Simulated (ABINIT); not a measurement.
Set up this calculation in ABINIT 10.8.3 (patched build), as the native input.

- Task: band structure
- Functional: LDA
- Potentials or basis: JTH PAW LDA v2.0
- Cutoff: 408 eV
- k mesh: 11 × 11 × 11
- Occupations: fermi-dirac, width 0.05 eV
- Spin: spin-orbit coupling, no magnetisation
- Fine-grid cutoff: 816.342 eV

Crystal: Ta.

```xyz
1
Lattice="-1.6513 1.6513 1.6513 1.6513 -1.6513 1.6513 1.6513 1.6513 -1.6513" Properties=species:S:1:pos:R:3 pbc="T T T"
Ta    0.0000    0.0000    0.0000
```

One way to write it, as run:

run.abi

```
# Datasets: ground state, then fixed potential
ndtset 2

# Pseudopotentials
pp_dirpath "./"
pseudos "Ta.LDA_PW-JTH.xml"

# Structure
acell 3*1.0
rprim
    -3.1204669551     3.1204669551     3.1204669551
     3.1204669551    -3.1204669551     3.1204669551
     3.1204669551     3.1204669551    -3.1204669551
ntypat 1
znucl 73
natom 1
typat 1
xred
     0.0000000000     0.0000000000     0.0000000000

# Plane-wave basis
ecut 15.0
pawecutdg 30.0

# Exchange and correlation
ixc 7

# Bands and occupations
occopt 3
tsmear 0.05 eV

# Spin
nspinor 2
nspden 1
pawspnorb 1

# SCF cycle
nstep 100

# Output
iomode 3
prtwf 0
prteig 0
prtebands 0
prtden1 1

# Dataset 1
kptopt1 4
ngkpt1 11 11 11
nshiftk1 1
shiftk1 0.0 0.0 0.0
nband1 22
tolvrs1 1.0e-9

# Dataset 2: bands along G-H-N-G-P-H
iscf2 -2
getden2 1
nband2 30
nbdbuf2 2
tolwfr2 1.0e-12
kptopt2 -5
ndivsm2 8
prteig2 1
kptbounds2
     0.0000000000     0.0000000000     0.0000000000
     0.5000000000    -0.5000000000     0.5000000000
     0.0000000000     0.0000000000     0.5000000000
     0.0000000000     0.0000000000     0.0000000000
     0.2500000000     0.2500000000     0.2500000000
     0.5000000000    -0.5000000000     0.5000000000
```

Potentials or basis: JTH PAW LDA v2.0.

Command:

```bash
$ abinit run.abi > log 2>&1
```

Results of the run:

| Quantity | Value |
| --- | --- |
| Band gap on the k mesh | none (metal or under the smearing width) |
| Valence electrons inside the program's atomic spheres | Ta 10.70 (radii [1.2805] Å) |

It took 48 s on 1 thread of AMD EPYC 7R43 64-Core Processor (Zen 3), on a shared host, peak memory 0.11 GiB.
